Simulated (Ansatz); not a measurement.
Crystal: CuO (Tenorite).

```
Cu O
1.0
     2.34185   -1.71130    0.00000
     2.34185    1.71130    0.00000
    -0.85003    0.00000    5.05787
Cu O
2 2
Direct
  0.50000 0.00000 0.50000
  0.00000 0.50000 0.00000
  0.41840 0.58160 0.75000
  0.58160 0.41840 0.25000
```

* Program: Ansatz 0.2.0
* Task: relaxation of cell and atoms
* Functional: r2SCAN
* Dispersion: D4
* Potentials or basis: Ansatz PAW
* Cutoff: 500 eV (not typed: the program's choice for these potentials)
* k mesh: 10 × 10 × 5
* Occupations: fermi-dirac, width 0.05 eV
* Spin: no spin polarisation

At the start: volume 10.13 Å³/atom.

How do energy, volume and symmetry change on relaxing?

It ends after 13 steps and the volume is 10.63 Å³/atom (+4.9 %); space group P4_2/mmc (No. 131, to 0.05 Å).

Step by step:
```
step  energy change (eV)  largest force (eV/Å)  volume (Å³)
   1              0.0000                0.2844        40.54
   2             -0.0130                0.2297        40.49
   3             -0.0446                0.0549        40.97
   4             -0.0554                0.0312        41.29
   5             -0.0751                0.0085        42.12
   6             -0.0789                0.0036        42.37
   7             -0.0792                0.0009        42.34
   8             -0.0792                0.0000        42.38
   9             -0.0868                0.0003        42.38
  10             -0.0885                0.0007        42.48
  11             -0.0893                0.0046        42.54
  12             -0.0894                0.0003        42.53
  13             -0.0896                0.0003        42.53
```

Final structure:
```xyz
4
Lattice="2.0368 -2.0334 0.1597 2.0368 2.0334 0.1597 -0.3943 0.0000 5.1039" Properties=species:S:1:pos:R:3 pbc="T T T"
Cu    0.8212   -1.0167    2.6318
Cu    1.0184    1.0167    0.0799
O     1.7410   -0.0014    3.9877
O     1.9382    0.0014    1.4357
```

Caveat: the plane-wave basis is chosen anew once the cell has moved, so the energies of steps on either side of that aren't comparable; the run has no spin polarisation, though such a crystal can be magnetic; pairwise dispersion overbinds metals, which lowers pressure and volume; the PAW data sets come from PBE, with cores solved anew for the run's functional, which leaves a small shift of forces and pressure.
